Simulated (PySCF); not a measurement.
A GIAO shielding run with PySCF 2.14.0 with density-fitted response routines (density fitting, non-relativistic, gas phase) on ethylene glycol (OCCO, C₂H₆O₂):

```
$ OMP_NUM_THREADS=1 python probes_run.py task.json out

{"job": {"kind": "nmr", "xc": "B97-2", "basis": "pcSseg-2", "pop": false}, "charge": 0, "multiplicity": 1}
O      1.299492    -0.619452     0.340027
C      0.541420     0.487122    -0.120149
C     -0.840243    -0.031988    -0.426673
O     -1.459241    -0.562307     0.719373
H      2.104871    -0.300624     0.751129
H      0.473672     1.262590     0.652997
H      0.985983     0.926085    -1.023449
H     -1.469292     0.784558    -0.788751
H     -0.770061    -0.785733    -1.223997
H     -0.827261    -1.177417     1.105997
```

Hardware: 1 thread of an Arm Neoverse V2, shared host.

(1) How large is the calculation?

(2) How long does it take, and how much memory does it need?

(3) And these other runs on the same molecule and hardware: GIAO shielding at KT3/pcSseg-2; GIAO shielding at PBE0/pcSseg-2; GIAO shielding at wB97X-D/pcSseg-2?

Results:

(1) 34 electrons, 228 basis functions and 592 auxiliary functions.

(2) 14 s of wall time, with 13 SCF cycles and 4 response iterations; peak memory 1.1 GiB. Times on a shared host scatter by some tens of per cent.

(3) KT3/pcSseg-2: 228 functions, 21 s; PBE0/pcSseg-2: 228 functions, 15 s; wB97X-D/pcSseg-2: 228 functions, 18 s.
